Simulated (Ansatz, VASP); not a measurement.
GaP in VASP and in Ansatz

INCAR

```
PREC     = Accurate       # precision mode
ENCUT    = 520            # plane-wave cutoff, eV
EDIFF    = 1E-6           # SCF threshold, eV
ISMEAR   = -1             # smearing method
SIGMA    = 0.02           # smearing width, eV
LREAL    = False          # projectors in reciprocal space
LASPH    = True           # aspherical terms in the spheres
NELM     = 100            # most SCF steps
ALGO     = Normal         # electronic algorithm
ISIF     = 2              # what is computed and relaxed
LWAVE    = False          # write WAVECAR
LCHARG   = True           # write CHGCAR
GGA      = PE             # functional
LELF     = True           # ELF
LVHAR    = True         
NBANDS   = 16             # bands
```

File KPOINTS:

```
Automatic mesh
0
Gamma
  8 8 8
```

The input POSCAR:

```
GaP
1.0
    0.0000000000      2.7253992874      2.7526532803
    2.7253992874      0.0000000000      2.7526532803
    2.7253992874      2.7253992874      0.0000000000
Ga P
1 1
Direct
    0.0000000000      0.0000000000      0.0000000000
    0.2500000000      0.2500000000      0.2500000000
```

Input for Ansatz:

```yaml
crystal:
  lattice:
    - [0.0, 2.7253992874, 2.7526532803]
    - [2.7253992874, 0.0, 2.7526532803]
    - [2.7253992874, 2.7253992874, 0.0]
  atoms:
    - { symbol: Ga, position: [0.0, 0.0, 0.0] }
    - { symbol: P, position: [0.25, 0.25, 0.25] }
kpoints:
  mp_grid: { grid: [8, 8, 8] }
  band_path:
    path:
      - [0.0, 0.0, 0.0]
      - [-0.5, -0.5, 0.0]
      - [-0.375, -0.375, 0.25]
      - [-0.375, 0.0, 0.375]
      - [0.0, 0.0, 0.5]
      - [-0.5, -0.25, 0.25]
      - [0.0, 0.424479, 0.424479]
    npoints: 1
hamiltonian:
  xc: pbe
scf:
  occupations: { method: fermi_dirac, width: 0.02 }
  n_extra_bands: 4
output:
  forces: true
  stress: true
  eigenvalues: true
  write_density: true
  write_potential: true
  elf: true
  volumetric_format: npy
```

Change from the starting cell: uniaxial_z strain +1.0%.

Alike in both runs: task single point; functional PBE; k mesh 8 × 8 × 8; occupations fermi-dirac, width 0.02 eV; no spin polarisation.

|  | VASP | Ansatz |
| --- | --- | --- |
| version | VASP 6.6.1 | Ansatz 0.2.0 |
| potentials or method | VASP PAW PBE potentials, release 64 (Ga_d, P) | plane waves, PAW |
| plane-wave cutoff (eV) | 520 | 420 |
| valence electrons in the cell | 18 | 18 |

VASP gave:

| Quantity | Value |
| --- | --- |
| gap on the k mesh at the Fermi level (eV) | 1.61 |
| pressure (GPa) | 1.6 |
| largest component of the traceless stress (GPa) | 0.50 |

**Question.** What did Ansatz give for the same quantities?

**Answer.** gap on the k mesh at the Fermi level (eV): 1.61; pressure (GPa): 1.6; largest component of the traceless stress (GPa): 0.49.

A k mesh can miss the band edges.
